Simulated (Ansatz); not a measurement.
Here is an Ansatz 0.2.0 calculation.

The input input.yaml:

```yaml
crystal:
  lattice: { a: 5.506488, b: 5.506488, c: 5.506488, alpha: 90.0, beta: 90.0, gamma: 90.0 }
  space_group: 225
  reduce_to_primitive: true
  atoms:
    - { symbol: Cd, wyckoff: "4a", position: [0.0, 0.0, 0.0] }
    - { symbol: S, wyckoff: "4b", position: [0.5, 0.0, 0.0] }
hamiltonian:
  xc: lc_wpbe
  pseudopotentials: { kind: paw, level: accurate }
  dispersion: d4
kpoints:
  mp_grid: { grid: [5, 5, 5] }
scf:
  occupations: { method: fixed }
output:
  forces: true
  stress: true
  eigenvalues: true
  write_density: true
  write_potential: true
  elf: true
  volumetric_format: npy
```

Potentials or basis: Ansatz PAW earlier set.

Run with:

```sh
$ ansatz run input.yaml --threads 1 --pin off --max-ram 2560MiB --backend cpu --events-out ev --progress --plain --runs-dir out
```

Question: Predict the band gap on the k mesh.

Answer: 6.44 eV, indirect (least direct gap 7.56 eV).

Question: What does it give for the pressure?

Answer: -7.9 GPa.

Caveat: odd divisions of the mesh miss points on the zone boundary, where band edges often lie, so the gap on the mesh can be too wide; the PAW data sets come from PBE, with cores solved anew for the run's functional, which leaves a small shift of forces and pressure; the dispersion damping was fitted for another functional or another form of the correction; the thresholds are loose for stress. A k mesh can miss the band edges.
